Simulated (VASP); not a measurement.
# Cd₁₂O: harmonic vibrations of an adsorbate

Cd₁₂O, slab, 13 atoms in the cell. PBE, harmonic vibrations; PAW potentials Cd, O (PBE set).

Atoms left free: the adsorbate.

## Input

INCAR.step1:
```
SYSTEM = Cd12O
PREC = Accurate ; ENCUT = 400
EDIFF = 1E-7 ; ISMEAR = 1
SIGMA = 0.1 ; LREAL = .False.
LASPH = .True. ; NELM = 100
ALGO = Normal ; LWAVE = .False.
LCHARG = .False. ; KPAR = 2
IBRION = 2 ; NSW = 100
ISIF = 2 ; EDIFFG = -0.01
POTIM = 0.5
```

INCAR.step2, as INCAR.step1 but for:
```
- IBRION = 2
- NSW = 100
- ISIF = 2
- EDIFFG = -0.01
- POTIM = 0.5
+ IBRION = 5
+ NFREE = 2
+ POTIM = 0.015
+ NSW = 1
```

KPOINTS:
```
k-points
0
Gamma
  3 3 1
```

POSCAR.step1:
```
Cd12O
1.0
    6.2738749196      0.0000000000      0.0000000000
    3.1369374598      5.4333350606      0.0000000000
    0.0000000000      0.0000000000     20.2925974211
Cd O
12 1
Selective dynamics
Direct
    0.1666666667      0.1666666667      0.2956743228  F F F
    0.6666666667      0.1666666667      0.2956743228  F F F
    0.1666666667      0.6666666667      0.2956743228  F F F
    0.6666666667      0.6666666667      0.2956743228  F F F
   -0.1666666667      0.3333333333      0.4218926997  T T T
    0.3333333333      0.3333333333      0.4218926997  T T T
   -0.1666666667      0.8333333333      0.4218926997  T T T
    0.3333333333      0.8333333333      0.4218926997  T T T
    0.0000000000      0.0000000000      0.5481110767  T T T
    0.5000000000      0.0000000000      0.5481110767  T T T
    0.0000000000      0.5000000000      0.5481110767  T T T
    0.5000000000      0.5000000000      0.5481110767  T T T
    0.1666666667      0.1666666667      0.6004925194  T T T
```

POSCAR.step2:
```
Cd12O
1.0
    6.2738749196      0.0000000000      0.0000000000
    3.1369374598      5.4333350606      0.0000000000
    0.0000000000      0.0000000000     20.2925974211
Cd O
12 1
Selective dynamics
Direct
    0.1666666667      0.1666666667      0.2956743228  F F F
    0.6666666667      0.1666666667      0.2956743228  F F F
    0.1666666667      0.6666666667      0.2956743228  F F F
    0.6666666667      0.6666666667      0.2956743228  F F F
    0.8373278026      0.3313360986      0.4450804035  F F F
    0.3313360986      0.3313360986      0.4450804035  F F F
    0.8333333333      0.8333333333      0.4349925765  F F F
    0.3313360986      0.8373278026      0.4450804035  F F F
    0.9850270706      0.9850270706      0.5896932862  F F F
    0.5299458589      0.9850270706      0.5896932862  F F F
    0.9850270706      0.5299458589      0.5896932862  F F F
    0.5000000000      0.5000000000      0.5700934590  F F F
    0.1666666667      0.1666666667      0.6306645154  T T T
```

Commands (each step's output is kept before the next begins):
```
cat potpaw_PBE.64/Cd/POTCAR potpaw_PBE.64/O/POTCAR > POTCAR
cp INCAR.step1 INCAR
cp POSCAR.step1 POSCAR
mpirun -np 8 vasp_std > vasp.out
# POSCAR: the relaxed cell, only the named atoms free
cp INCAR.step2 INCAR
cp POSCAR.step2 POSCAR
mpirun -np 8 vasp_std > vasp.out
```

## Result

- Vibrations (cm⁻¹; a negative value is imaginary): 398, 398, 279
- Zero-point energy (eV): 0.067
- Vibrational entropy at 298 K (meV/K): 0.151
- Displaced cells: 6
- Ionic steps, all stages: 42
- Electronic steps, all stages: 698

The slab is face-centred cubic Cd(111), which isn't the element's stable structure, in-plane cell 6.27 × 6.27 Å, with 3 × 3 k points.

Limits: the slab is thin and the surface cell small, so the value carries both errors; the zero-point energy and the entropy count all atoms left free, so they grow with their number.

VASP 6.6.1 took 1195 s on 8 cores (AMD EPYC 9R45 (Zen 5)), a shared host.
